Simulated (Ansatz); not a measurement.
## Pt in Ansatz: the effect of functional

The system is Pt.

```
Pt
1.0
     0.00000    1.93440    1.93440
     1.93440    0.00000    1.93440
     1.93440    1.93440    0.00000
Pt
1
Direct
  0.00000 0.00000 0.00000
```

The cell isn't the ideal one: volume scaled by 0.96.

Alike in all runs:

| Quantity | Value |
| --- | --- |
| Program | Ansatz 0.2.0 |
| Task | single point |
| Potentials or basis | Ansatz PAW |
| k mesh | 12 × 12 × 12 |
| Occupations | fermi-dirac, width 0.05 eV |
| Spin | no spin polarisation |

```tsv
functional	cutoff	pressure (GPa)
LDA	420 eV (not typed: the program's choice for these potentials)	6.4
r2SCAN	500 eV (not typed: the program's choice for these potentials)	17.5
PBE	420 eV (not typed: the program's choice for these potentials)	?
```

Task: What does the run with functional PBE give?

Result: Pressure 23.9 GPa.

Caveats: the PAW data sets come from PBE, with cores solved anew for the run's functional, which leaves a small shift of forces and pressure (some runs).
